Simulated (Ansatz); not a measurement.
Compressing Ag: a fit and a missing row

Ag, Fm-3m, a = 4.054 Å. Ansatz: PBEsol, PAW, 420 eV, Γ-centred 18×18×18 mesh on 1 atom, Gaussian smearing 0.10 eV; no spin polarisation. Symmetry fixes shape and atoms, so the cell is only scaled; pressure is positive in compression.

```tsv
V (Å³/atom)	P (GPa)
15.662	8.84
16.162	?
16.662	0.00
17.162	-3.25
17.662	-5.91
```

Task: Take V0 = 16.662 Å³/atom, fit the third-order Birch–Murnaghan form to the other rows, and predict the missing pressure.

Result: With the Eulerian strain f = ½[(V0/V)^(2/3) − 1] and y = P/[3f(1 + 2f)^(5/2)], the form is the line y = B0 + 1.5 B0 (B0′ − 4) f. Rows (f, y): 0.02106, 126.2; -0.00976, 116.6; -0.01906, 113.9. Means f = -0.002587, y = 118.90; Σ(Δf)² = 0.0008820, ΣΔfΔy = 0.2715; the slope is their ratio. y = 119.7 + 307.8 f GPa, so B0 = 119.7 GPa and B0′ = 4 + 2 × (307.8)/(3 × 119.7) = 5.71. At V = 16.162, f = 0.01026, y = 122.86 and P = 3.98 GPa. The run gave 3.99 GPa, so the fit is 0.01 GPa too low, a small miss on the scale of the series.